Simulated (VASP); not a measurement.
# HfN (F-43m) in VASP: a series of runs, part 2 of 2

VASP 6.6.1.

### Step 4. Single point, PBEsol

INCAR

```
SYSTEM = HfN
PREC = Accurate ; ENCUT = 520
EDIFF = 1E-7 ; ISMEAR = 0
SIGMA = 0.05 ; LREAL = .False.
LASPH = .True. ; NELM = 100
ALGO = Normal ; ISIF = 2
LWAVE = .False. ; LCHARG = .False.
GGA = PS ; ADDGRID = .False.
```

KPOINTS

```
Automatic mesh
0
Gamma
  3 3 3
  0 0 0
```

POSCAR

```
HfN
1.0
    0.0000000000      2.4548220000      2.4548220000
    2.4548220000      0.0000000000      2.4548220000
    2.4548220000      2.4548220000      0.0000000000
Hf N
1 1
Direct
    0.0013890000     -0.0035870000      0.0084710000
    0.2560200000      0.2829830000      0.2320270000
```

Potentials or basis: VASP PAW PBE potentials, release 64 (Hf_pv, N).

Run with:

```console
> cat potpaw_PBE.64/Hf_pv/POTCAR potpaw_PBE.64/N/POTCAR > POTCAR
> mpirun -np 1 vasp_std > vasp.out
```

OUTCAR:

```text
SYSTEM = HfN
   PREC = Accurate
   ENCUT = 520
   EDIFF = 1E-7
   ISMEAR = 0
   LREAL = .False.
   LASPH = .True.
   NELM = 100
   ISIF = 2
   GGA = PS

 Found     14 irreducible k-points:

 Following reciprocal coordinates:
            Coordinates               Weight
  0.000000  0.000000  0.000000      1.000000
  0.333333  0.000000  0.000000      2.000000
  0.000000  0.333333  0.000000      2.000000
  0.000000  0.000000  0.333333      2.000000
  0.333333  0.333333  0.333333      2.000000
  0.333333  0.333333  0.000000      2.000000
   k-points           NKPTS =     14   k-points in BZ     NKDIM =     14   number of bands    NBANDS=     11
   number of dos      NEDOS =    301   number of ions     NIONS =      2
   total plane-waves  NPLWV =  21952
   dimension x,y,z NGX =    28 NGY =   28 NGZ =   28
   dimension x,y,z NGXF=    56 NGYF=   56 NGZF=   56
   ions per type =               1   1
   NGX,Y,Z   is equivalent  to a cutoff of  13.41, 13.41, 13.41 a.u.
   NGXF,Y,Z  is equivalent  to a cutoff of  26.82, 26.82, 26.82 a.u.
 SYSTEM =  HfN
   PREC   = accura    normal or accurate (medium, high low for compatibility)
   ISTART =      0    job   : 0-new  1-cont  2-samecut
   ICHARG =      2    charge: 1-file 2-atom 10-const
   ISPIN  =      1    spin polarized calculation?
   LNONCOLLINEAR =      F non collinear calculations
   LSORBIT =      F    spin-orbit coupling
   LASPH  =      T    aspherical Exc in radial PAW
   ENCUT  =  520.0 eV  38.22 Ry    6.18 a.u.   6.45  6.45  6.45*2*pi/ulx,y,z
   NELM   =    100;   NELMIN=  2; NELMDL= -5     # of ELM steps
   EDIFF  = 0.1E-06   stopping-criterion for ELM
   LREAL  =      F    real-space projection
   EDIFFG = 0.1E-05   stopping-criterion for IOM
   NSW    =      0    number of steps for IOM
   IBRION =     -1    ionic relax: 0-MD 1-quasi-New 2-CG
   NFREE  =      0    steps in history (QN), initial steepest desc. (CG)
   ISIF   =      2    stress and relaxation
   ISYM   =      2    0-nonsym 1-usesym 2-fastsym
   POTIM  = 0.5000    time-step for ionic-motion
   TEBEG  =    0.0;   TEEND  =   0.0 temperature during run
   PSTRESS=    0.0 pullay stress
   NELECT =      15.0000    total number of electrons
   NUPDOWN=      -1.0000    fix difference up-down
   EMIN   =  10.00;   EMAX   =-10.00  energy-range for DOS
   EFERMI =   0.00;   METHOD = LEGACY
   ISMEAR =     0;   SIGMA  =   0.05  broadening in eV -4-tet -1-fermi 0-gaus
   EFERMI_NEDOS =   21; number of points for ismear=-14 and -15
   IALGO  =     38    algorithm
   IMIX   =      4    mixing-type and parameters
     AMIX     =   0.40;   BMIX     =  1.00
     AMIX_MAG =   1.60;   BMIX_MAG =  1.00
  volume/ion in A,a.u.               =      14.79        99.83
  Fermi-wavevector in a.u.,A,eV,Ry     =   1.305395  2.466839 23.185087  1.704056
  Thomas-Fermi vector in A             =   2.436267
   LORBIT       =      0    0 simple, 1 ext, 2 COOP (PROOUT), +10 PAW based schemes
   GGA     = PS    functional components
   LHFCALC =     F    Hartree Fock is set to
   AEXX    =    0.0000 exact exchange contribution
   IVDW    =     0    specifies the selected vdW correction
   LEPSILON=     F    determine dielectric tensor
   LRPA    =     F    only Hartree local field effects (RPA)
 non-spin polarized calculation
 Gauss-broadening in eV      SIGMA  =   0.05
  energy-cutoff  :      520.00
  volume of cell :       29.59
 maximum number of plane-waves:       821
 NGX is ok and might be reduce to    28
   NGX = 13   NGY = 13   NGZ = 13

 number of electron      15.0000000 magnetization

 Free energy of the ion-electron system (eV)
  ---------------------------------------------------
  ext. energy  EPLUGINS =         0.00000000
  ---------------------------------------------------
  free energy    TOTEN  =       -22.29980089 eV

  energy without entropy =      -22.29787270  energy(sigma->0) =      -22.29883679

 E-fermi :   4.8935     XC(G=0): -11.3989

 val. band max:        4.8282282757   @ k =   0.0000   0.0000   0.0000
 cond. band min:       4.9155060985   @ k =   0.3333  -0.3333  -0.3333
 fundamental gap:      0.0872778228
 Fermi energy:         4.8934665317

 k-point     1 :       0.0000    0.0000    0.0000
  band No.  band energies     occupation
      1     -25.4738      2.00000
      2     -25.4642      2.00000
      3     -25.4322      2.00000
      4     -10.4837      2.00000
      5       0.0290      2.00000
      6       0.1566      2.00000
      7       0.3231      2.00000
      8       4.8282      1.93499
      9       7.7718      0.00000
     10       7.7868      0.00000
     11      11.5541      0.00000
[... 57 lines left out ...]
 k-point     6 :       0.3333    0.3333    0.0000
  band No.  band energies     occupation
      1     -25.8131      2.00000
      2     -25.5865      2.00000
      3     -25.5691      2.00000
      4      -9.3341      2.00000
      5      -1.2226      2.00000
      6       1.3204      2.00000
      7       1.5503      2.00000
      8       4.6630      2.00000
      9       8.8245      0.00000
     10       9.0537      0.00000
     11      10.9918      0.00000

 [... further k-points ...]
[... 5 lines left out ...]
  --------------------------------------------------------------------------------------
  -------------------------------------------------------------------------------------
  Total       -1.0183363     -0.8757969     -0.8671892     -0.9290541     -0.3781632      0.5251587
  in kB      -55.1457172    -47.4268162    -46.9606841    -50.3108409    -20.4785819     28.4387901
  external PRESSURE =     -49.8444058 kB  Pullay stress =       0.0000000 kB

 VOLUME and BASIS-vectors are now :
 -----------------------------------------------------------------------------
  energy-cutoff  :      520.00
  volume of cell :       29.59
      direct lattice vectors                 reciprocal lattice vectors
     0.000000000  2.454822000  2.454822000    -0.203680756  0.203680756  0.203680756
     2.454822000  0.000000000  2.454822000     0.203680756 -0.203680756  0.203680756
     2.454822000  2.454822000  0.000000000     0.203680756  0.203680756 -0.203680756

 POSITION                                       TOTAL-FORCE (eV/Angst)
 -----------------------------------------------------------------------------------
      2.46681      0.02420      2.44943         0.185242     -0.354921      0.986659
      1.26426      1.19807      1.32316        -0.185242      0.354921     -0.986659
 -----------------------------------------------------------------------------------
    total drift:                                0.000028     -0.000057     -0.000022

  FREE ENERGIE OF THE ION-ELECTRON SYSTEM (eV)
  ---------------------------------------------------
  free  energy   TOTEN  =       -22.2998008850 eV

  energy  without entropy=      -22.2978727006  energy(sigma->0) =      -22.29883679
```

OSZICAR:

```text
N       E                     dE             d eps       ncg     rms          rms(c)
DAV:   1     0.445741698745E+02    0.44574E+02   -0.83246E+03   308   0.125E+03
DAV:   2    -0.227932546345E+02   -0.67367E+02   -0.63755E+02   423   0.253E+02
DAV:   3    -0.256385587323E+02   -0.28453E+01   -0.28158E+01   386   0.461E+01
DAV:   4    -0.256702480737E+02   -0.31689E-01   -0.31633E-01   376   0.519E+00
DAV:   5    -0.256709015078E+02   -0.65343E-03   -0.65308E-03   418   0.590E-01    0.530E+01
DAV:   6    -0.224449832125E+02    0.32259E+01   -0.19633E+01   347   0.299E+01    0.376E+01
DAV:   7    -0.223270198733E+02    0.11796E+00   -0.10154E+00   362   0.891E+00    0.234E+01
DAV:   8    -0.223082867068E+02    0.18733E-01   -0.98898E-02   377   0.331E+00    0.544E+00
DAV:   9    -0.223001334626E+02    0.81532E-02   -0.37104E-02   377   0.148E+00    0.178E+00
DAV:  10    -0.222998002040E+02    0.33326E-03   -0.15447E-03   388   0.388E-01    0.186E-01
DAV:  11    -0.222998042148E+02   -0.40108E-05   -0.15367E-04   380   0.109E-01    0.460E-02
DAV:  12    -0.222998011581E+02    0.30567E-05   -0.16247E-05   380   0.353E-02    0.318E-02
DAV:  13    -0.222998009369E+02    0.22119E-06   -0.13119E-06   380   0.112E-02    0.605E-03
DAV:  14    -0.222998008850E+02    0.51823E-07   -0.59040E-08   247   0.270E-03
   1 F= -.22299801E+02 E0= -.22298837E+02  d E =-.192818E-02
```

It took 4.4 s on 1 thread of Intel Xeon 6975P-C (Granite Rapids), shared host; peak memory 0.15 GiB.

The run converged, but some of its settings lie outside the range that counts as converged, so its numbers aren't taken as properties of the crystal.

Results:

```
Free energy            : -22.2998 eV
Pressure               : -5.0 GPa
Largest force          : 1.065 eV/Å
Band gap on the k mesh : none (metal or under the smearing width)
```

Caveat: the k mesh is coarse (spacing up to 0.74 Å⁻¹), so the values aren't converged; the PAW data sets were made with another functional, which shifts forces and pressure a little.

### Step 5. Single point, PBEsol

Changes to INCAR since step 4:

```diff
@@ -1,3 +1,3 @@
 SYSTEM = HfN
-PREC = Accurate ; ENCUT = 520
+PREC = Accurate ; ENCUT = 650
 EDIFF = 1E-7 ; ISMEAR = 0
```

KPOINTS is that of step 4.

POSCAR

```
HfN
1.0
    0.0000000000      2.4548220000      2.4548220000
    2.4548220000      0.0000000000      2.4548220000
    2.4548220000      2.4548220000      0.0000000000
Hf N
1 1
Direct
    0.0000000000      0.0000000000      0.0000000000
    0.2500000000      0.2500000000      0.2500000000
```

Run with:

```console
> cat potpaw_PBE.64/Hf_pv/POTCAR potpaw_PBE.64/N/POTCAR > POTCAR
> mpirun -np 1 vasp_std > vasp.out
```

It took 3.4 s on 1 thread of Intel Xeon 6975P-C (Granite Rapids), shared host; peak memory 0.16 GiB.

The run converged, but some of its settings lie outside the range that counts as converged, so its numbers aren't taken as properties of the crystal.

What came out:

```
Free energy            : -22.3309 eV
Pressure               : -7.1 GPa
Band gap on the k mesh : none (metal or under the smearing width)
```

Caveat: the k mesh is coarse (spacing up to 0.74 Å⁻¹), so the values aren't converged; the PAW data sets were made with another functional, which shifts forces and pressure a little.
